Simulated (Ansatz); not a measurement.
## Could SiC exist in this structure?

Plane-wave DFT in Ansatz with scalar-relativistic PAW potentials. The crystal relaxes under PBE to F-43m with a = 4.380 Å, 10.50 Å³/atom. No spin polarisation.

```
Si C
1.0
     0.00000    2.18987    2.18987
     2.18987    0.00000    2.18987
     2.18987    2.18987    0.00000
Si C
1 1
Cartesian
  0.0000 0.0000 0.0000
  1.0949 1.0949 1.0949
```

Q: Test it against the elements, against displacements at the zone centre and against strain.

A:
- Energy over the elements: -0.203 eV/atom (PBE, standard states in the same functional, gases uncorrected)
- Optical modes at Γ: all 3 real, at 775 cm⁻¹ (PBE, without the LO-TO term)
- Least eigenvalue of the elastic tensor: 239 GPa (PBE)

It passes all three tests. So it is a local minimum against everything tried and bound against the elements. Modes at other wave vectors, other structures and decomposition into other compounds weren't tested here.